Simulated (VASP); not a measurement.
GaP:

```
Ga P
1.0
     0.00000    2.71839    2.71839
     2.71839    0.00000    2.71839
     2.71839    2.71839    0.00000
Ga P
1 1
Direct
  0.00000 0.00000 0.00000
  0.75000 0.75000 0.75000
```

The cell is a database's computed one.

Program: VASP 6.6.1. Alike in all runs: task band structure; potentials or basis VASP PAW PBE potentials, release 64 (Ga_d, P); no spin polarisation; cell as given; k mesh 8 × 8 × 8; cutoff (eV) 520; smearing gaussian 0.02 eV.

Order these runs on this cell by their band gap on the k mesh, lowest first.
A. level r2SCAN
B. level PBEsol
C. level TB-mBJ

B (1.50 eV), A (1.89 eV), C (2.41 eV).

A k mesh can miss the band edges.
